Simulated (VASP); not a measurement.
# PbSe (Clausthalite) (Fm-3m) in VASP: further runs

PbSe (Clausthalite) is run at these levels: LDA, r2SCAN; tasks: single point.

Program: VASP 6.6.1. These are calculated values, not measurements. Logs are shortened: lines on timing, memory, paths and dates and some standing lists are left out, and cuts for length are marked.

**Measured values to compare with.**

From a printed reference work, monograph, for a bulk crystal of PbSe at 4.2 K: band gap 0.15 eV (direct).

The runs below are set against these values where they give the same quantity.

**1. The cell of the first run**

The structure is cubic, space group Fm-3m (No. 225). Conventional cell: a = 6.139 Å, b = 6.139 Å, c = 6.139 Å, α = 90.00°, β = 90.00°, γ = 90.00°. Pb (site symmetry m-3m) has 6 Se at 3.07 Å within 4.0 Å. Within 4.0 Å of Se (site symmetry m-3m) lie 6 Pb at 3.07 Å.

**2. Single point, LDA**

Input file INCAR:

```
PREC = Accurate
ENCUT = 520
EDIFF = 1E-6
ISMEAR = 0
SIGMA = 0.01
LREAL = F
LASPH = T
NELM = 100
ALGO = Normal
ISIF = 2
LWAVE = F
LCHARG = F
NBANDS = 17
```

Input file KPOINTS:

```
Automatic mesh
0
Gamma
  8 8 8
```

Input file POSCAR:

```
PbSe
1.0
    0.0000000000      3.0696893642      3.0696893642
    3.0696893642      0.0000000000      3.0696893642
    3.0696893642      3.0696893642      0.0000000000
Pb Se
1 1
Direct
    0.0000000000      0.0000000000      0.0000000000
    0.5000000000      0.5000000000      0.5000000000
```

Potentials or basis: VASP PAW LDA potentials, release 64 (Pb_d, Se).

Started as:

```
$ cat potpaw_LDA.64/Pb_d/POTCAR potpaw_LDA.64/Se/POTCAR > POTCAR
$ mpirun -np 1 vasp_std > vasp.out
```

OUTCAR:

```text
PREC = Accurate
   ENCUT = 520
   EDIFF = 1E-6
   ISMEAR = 0
   LREAL = F
   LASPH = T
   NELM = 100
   ISIF = 2

 ion  position               nearest neighbor table
   1  0.000  0.000  0.000-   2 3.07   2 3.07   2 3.07   2 3.07   2 3.07   2 3.07
   2  0.500  0.500  0.500-   1 3.07   1 3.07   1 3.07   1 3.07   1 3.07   1 3.07

  LATTYP: Found a face centered cubic cell.
 ALAT       =     6.1393787284

  Lattice vectors:

 A1 = (   0.0000000000,   3.0696893642,   3.0696893642)
 A2 = (   3.0696893642,   0.0000000000,   3.0696893642)
 A3 = (   3.0696893642,   3.0696893642,   0.0000000000)

Analysis of symmetry for initial positions (statically):
=====================================================================
 Subroutine PRICEL returns:
 Original cell was already a primitive cell.

 Routine SETGRP: Setting up the symmetry group for a
 face centered cubic supercell.

 Subroutine GETGRP returns: Found 48 space group operations
 (whereof 48 operations were pure point group operations)
 out of a pool of 48 trial point group operations.

The static configuration has the point symmetry O_h .

Analysis of symmetry for dynamics (positions and initial velocities):
=====================================================================
 Subroutine PRICEL returns:
 Original cell was already a primitive cell.

 Routine SETGRP: Setting up the symmetry group for a
 face centered cubic supercell.

 Subroutine GETGRP returns: Found 48 space group operations
 (whereof 48 operations were pure point group operations)
 out of a pool of 48 trial point group operations.

The dynamic configuration has the point symmetry O_h .

 Subroutine INISYM returns: Found 48 space group operations
 (whereof 48 operations are pure point group operations),
 and found     1 'primitive' translations

----------------------------------------------------------------------------------------

                                     Primitive cell

  volume of cell :      57.8513

  direct lattice vectors                    reciprocal lattice vectors
     0.000000000  3.069689364  3.069689364    -0.162882931  0.162882931  0.162882931
     3.069689364  0.000000000  3.069689364     0.162882931 -0.162882931  0.162882931
     3.069689364  3.069689364  0.000000000     0.162882931  0.162882931 -0.162882931

  length of vectors
     4.341196331  4.341196331  4.341196331     0.282121512  0.282121512  0.282121512

  position of ions in fractional coordinates (direct lattice)
     0.000000000  0.000000000  0.000000000
     0.500000000  0.500000000  0.500000000

  ion indices of the primitive-cell ions
   primitive index   ion index
                 1           1
                 2           2

----------------------------------------------------------------------------------------

 KPOINTS: Automatic mesh

Automatic generation of k-mesh.
 Grid dimensions read from file:
 generate k-points for:    8    8    8

 Generating k-lattice:

  Cartesian coordinates                     Fractional coordinates (reciprocal lattice)
    -0.020360366  0.020360366  0.020360366     0.125000000  0.000000000  0.000000000
     0.020360366 -0.020360366  0.020360366     0.000000000  0.125000000  0.000000000
     0.020360366  0.020360366 -0.020360366     0.000000000  0.000000000  0.125000000

  Length of vectors
     0.035265189  0.035265189  0.035265189

  Shift w.r.t. Gamma in fractional coordinates (k-lattice)
     0.000000000  0.000000000  0.000000000

 Subroutine IBZKPT returns following result:
 ===========================================

 Found     29 irreducible k-points:

 Following reciprocal coordinates:
            Coordinates               Weight
  0.000000  0.000000  0.000000      1.000000
  0.125000  0.000000  0.000000      8.000000
  0.250000  0.000000  0.000000      8.000000
  0.375000  0.000000  0.000000      8.000000
  0.500000  0.000000  0.000000      4.000000
  0.125000  0.125000  0.000000      6.000000
[... 16 lines left out ...]
  0.500000  0.250000  0.125000     48.000000
 -0.375000  0.250000  0.125000     24.000000
 [... further k-points ...]
   k-points           NKPTS =     29   k-points in BZ     NKDIM =     29   number of bands    NBANDS=     17
   number of dos      NEDOS =    301   number of ions     NIONS =      2
   total plane-waves  NPLWV =  32768
   dimension x,y,z NGX =    32 NGY =   32 NGZ =   32
   dimension x,y,z NGXF=    64 NGYF=   64 NGZF=   64
   ions per type =               1   1
   NGX,Y,Z   is equivalent  to a cutoff of  12.25, 12.25, 12.25 a.u.
   NGXF,Y,Z  is equivalent  to a cutoff of  24.51, 24.51, 24.51 a.u.
 SYSTEM =  unknown system
   PREC   = accura    normal or accurate (medium, high low for compatibility)
   ISTART =      0    job   : 0-new  1-cont  2-samecut
   ICHARG =      2    charge: 1-file 2-atom 10-const
   ISPIN  =      1    spin polarized calculation?
   LNONCOLLINEAR =      F non collinear calculations
   LSORBIT =      F    spin-orbit coupling
   LASPH  =      T    aspherical Exc in radial PAW
   ENCUT  =  520.0 eV  38.22 Ry    6.18 a.u.   8.07  8.07  8.07*2*pi/ulx,y,z
   NELM   =    100;   NELMIN=  2; NELMDL= -5     # of ELM steps
   EDIFF  = 0.1E-05   stopping-criterion for ELM
   LREAL  =      F    real-space projection
   EDIFFG = 0.1E-04   stopping-criterion for IOM
   NSW    =      0    number of steps for IOM
   IBRION =     -1    ionic relax: 0-MD 1-quasi-New 2-CG
   NFREE  =      0    steps in history (QN), initial steepest desc. (CG)
   ISIF   =      2    stress and relaxation
   ISYM   =      2    0-nonsym 1-usesym 2-fastsym
   POTIM  = 0.5000    time-step for ionic-motion
   TEBEG  =    0.0;   TEEND  =   0.0 temperature during run
   PSTRESS=    0.0 pullay stress
   NELECT =      20.0000    total number of electrons
   NUPDOWN=      -1.0000    fix difference up-down
   EMIN   =  10.00;   EMAX   =-10.00  energy-range for DOS
   EFERMI =   0.00;   METHOD = LEGACY
   ISMEAR =     0;   SIGMA  =   0.01  broadening in eV -4-tet -1-fermi 0-gaus
   EFERMI_NEDOS =   21; number of points for ismear=-14 and -15
   IALGO  =     38    algorithm
   IMIX   =      4    mixing-type and parameters
     AMIX     =   0.40;   BMIX     =  1.00
     AMIX_MAG =   1.60;   BMIX_MAG =  1.00
  volume/ion in A,a.u.               =      28.93       195.20
  Fermi-wavevector in a.u.,A,eV,Ry     =   1.148983  2.171264 17.961904  1.320163
  Thomas-Fermi vector in A             =   2.285655
   LORBIT       =      0    0 simple, 1 ext, 2 COOP (PROOUT), +10 PAW based schemes
   GGA     = CA    functional components
   LHFCALC =     F    Hartree Fock is set to
   AEXX    =    0.0000 exact exchange contribution
   IVDW    =     0    specifies the selected vdW correction
   LEPSILON=     F    determine dielectric tensor
   LRPA    =     F    only Hartree local field effects (RPA)
 non-spin polarized calculation
 Gauss-broadening in eV      SIGMA  =   0.01
  energy-cutoff  :      520.00
  volume of cell :       57.85
 maximum number of plane-waves:      1588
   NGX = 17   NGY = 17   NGZ = 17

 number of electron      19.9999995 magnetization

 Free energy of the ion-electron system (eV)
  ---------------------------------------------------
  ext. energy  EPLUGINS =         0.00000000
  ---------------------------------------------------
  free energy    TOTEN  =        -9.43840004 eV

  energy without entropy =       -9.43840004  energy(sigma->0) =       -9.43840004

 E-fermi :   4.8850     XC(G=0):  -9.8058

 val. band max:        4.7913032743   @ k =   0.5000   0.0000   0.0000
 cond. band min:       4.9813310022   @ k =   0.5000   0.0000   0.0000
 fundamental gap:      0.1900277280
 Fermi energy:         4.8849791715

 k-point     1 :       0.0000    0.0000    0.0000
  band No.  band energies     occupation
      1     -11.9649      2.00000
      2     -11.9649      2.00000
      3     -11.9634      2.00000
      4     -11.9634      2.00000
      5     -11.9634      2.00000
      6      -8.7418      2.00000
[... 9 lines left out ...]
     16      11.2911      0.00000
     17      12.8470      0.00000

 k-point     2 :       0.1250    0.0000    0.0000
  band No.  band energies     occupation
      1     -11.9682      2.00000
      2     -11.9682      2.00000
      3     -11.9629      2.00000
      4     -11.9589      2.00000
      5     -11.9589      2.00000
      6      -8.6247      2.00000
[... 9 lines left out ...]
     16      11.6301      0.00000
     17      13.9593      0.00000

 k-point     3 :       0.2500    0.0000    0.0000
  band No.  band energies     occupation
      1     -11.9766      2.00000
      2     -11.9766      2.00000
      3     -11.9617      2.00000
      4     -11.9474      2.00000
      5     -11.9474      2.00000
      6      -8.3032      2.00000
[... 9 lines left out ...]
     16      12.4916      0.00000
     17      15.8413      0.00000

 k-point     4 :       0.3750    0.0000    0.0000
  band No.  band energies     occupation
      1     -11.9849      2.00000
      2     -11.9849      2.00000
      3     -11.9608      2.00000
      4     -11.9359      2.00000
      5     -11.9359      2.00000
      6      -7.8977      2.00000
[... 9 lines left out ...]
     16      13.7860      0.00000
     17      16.1124      0.00000
[... 343 lines left out ...]
      1     -12.0036      2.00000
      2     -11.9672      2.00000
      3     -11.9659      2.00000
      4     -11.9424      2.00000
      5     -11.9389      2.00000
      6      -8.0295      2.00000
[... 9 lines left out ...]
     16      14.2388      0.00000
     17      14.7996      0.00000

 k-point    23 :       0.5000    0.2500    0.1250
  band No.  band energies     occupation
      1     -12.0157      2.00000
      2     -11.9731      2.00000
      3     -11.9594      2.00000
      4     -11.9397      2.00000
      5     -11.9322      2.00000
      6      -7.6735      2.00000
[... 9 lines left out ...]
     16      14.6690      0.00000
     17      15.7753      0.00000

 k-point    24 :      -0.3750    0.2500    0.1250
  band No.  band energies     occupation
      1     -12.0202      2.00000
      2     -11.9762      2.00000
      3     -11.9531      2.00000
      4     -11.9431      2.00000
      5     -11.9284      2.00000
      6      -7.4993      2.00000
[... 9 lines left out ...]
     16      15.6118      0.00000
     17      15.6245      0.00000

 [... further k-points ...]
[... 5 lines left out ...]
  --------------------------------------------------------------------------------------
  -------------------------------------------------------------------------------------
  Total       -0.8814183     -0.8814183     -0.8814183      0.0000000      0.0000000     -0.0000000
  in kB      -24.4106508    -24.4106508    -24.4106508      0.0000000      0.0000000     -0.0000000
  external PRESSURE =     -24.4106508 kB  Pullay stress =       0.0000000 kB

 VOLUME and BASIS-vectors are now :
 -----------------------------------------------------------------------------
  energy-cutoff  :      520.00
  volume of cell :       57.85
      direct lattice vectors                 reciprocal lattice vectors
     0.000000000  3.069689364  3.069689364    -0.162882931  0.162882931  0.162882931
     3.069689364  0.000000000  3.069689364     0.162882931 -0.162882931  0.162882931
     3.069689364  3.069689364  0.000000000     0.162882931  0.162882931 -0.162882931

 POSITION                                       TOTAL-FORCE (eV/Angst)
 -----------------------------------------------------------------------------------
      0.00000      0.00000      0.00000        -0.000000     -0.000000     -0.000000
      3.06969      3.06969      3.06969         0.000000      0.000000      0.000000
 -----------------------------------------------------------------------------------
    total drift:                                0.000000     -0.000000     -0.000000

  FREE ENERGIE OF THE ION-ELECTRON SYSTEM (eV)
  ---------------------------------------------------
  free  energy   TOTEN  =        -9.4384000445 eV

  energy  without entropy=       -9.4384000445  energy(sigma->0) =       -9.43840004
```

Wall time 11 s (1 thread of AMD EPYC 9R45 (Zen 5), shared host); peak memory 0.14 GiB.

Results:

- Free energy: -9.4384 eV
- Pressure: -2.4 GPa
- Band gap on the k mesh: 0.19 eV, direct

Caveat: spin-orbit coupling is left out, which moves the levels of the heavy elements.

[end of part 1 of 2]
